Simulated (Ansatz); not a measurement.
Wanted: the native input for an Ansatz 0.2.0 run.

```yaml
Task: relaxation of cell and atoms
Functional: PBEsol
Potentials_or_basis: Ansatz PAW
Cutoff: "420 eV (not typed: the program's choice for these potentials)"
k_mesh: 8 × 8 × 8
Occupations: fermi-dirac, width 0.05 eV
Spin: no spin polarisation
Target_pressure: 5 GPa
Target_pressure_GPa: 5
```

The system is Ca.

```
Ca
1.0
     0.00000    2.79420    2.79420
     2.79420    0.00000    2.79420
     2.79420    2.79420    0.00000
Ca
1
Direct
  0.00000 0.00000 0.00000
```

One way to write it, as run:

input.yaml

```yaml
crystal:
  lattice:
    - [0.0, 2.7942, 2.7942]
    - [2.7942, 0.0, 2.7942]
    - [2.7942, 2.7942, 0.0]
  atoms:
    - { symbol: Ca, position: [0.0, 0.0, 0.0] }
hamiltonian:
  xc: pbesol
  pseudopotentials: { kind: paw }
kpoints:
  mp_grid: { grid: [8, 8, 8] }
scf:
  occupations: { method: fermi_dirac, width: 0.05 }
output:
  forces: true
  stress: true
  eigenvalues: true
relax:
  f_tol: 0.01
  max_steps: 40
  cell: { stress_tol: 0.05, p_target: 5.0 }
```

Potentials or basis: Ansatz PAW.

Launch:

```bash
$ ansatz run input.yaml --threads 2 --pin off --max-ram 5632MiB --backend cpu --events-out ev --progress --plain --runs-dir out
```

It gave:

* Relaxed volume: 33.02 Å³/atom
* Relaxed cell: a = 3.601 Å, b = 3.601 Å, c = 3.601 Å, α = 60.00°, β = 60.00°, γ = 60.00°
* Space group after relaxing (to 0.05 Å): Fm-3m (No. 225)
* Energy change on relaxing (the enthalpy is what falls): +89.9 meV/atom
* Ionic steps: 6
* Pressure after relaxing: 5.0 GPa
* Band gap on the k mesh: none (metal or under the smearing width)

Caveat: the volume moved by over 15 % at a fixed basis, so the end points are rough; the plane-wave basis is chosen anew once the cell has moved, so the energies of steps on either side of that aren't comparable; the PAW data sets come from PBE, with cores solved anew for the run's functional, which leaves a small shift of forces and pressure.

Run time: 2.6 s on 2 threads of Arm Neoverse V2, on a shared host, peak memory 0.28 GiB.
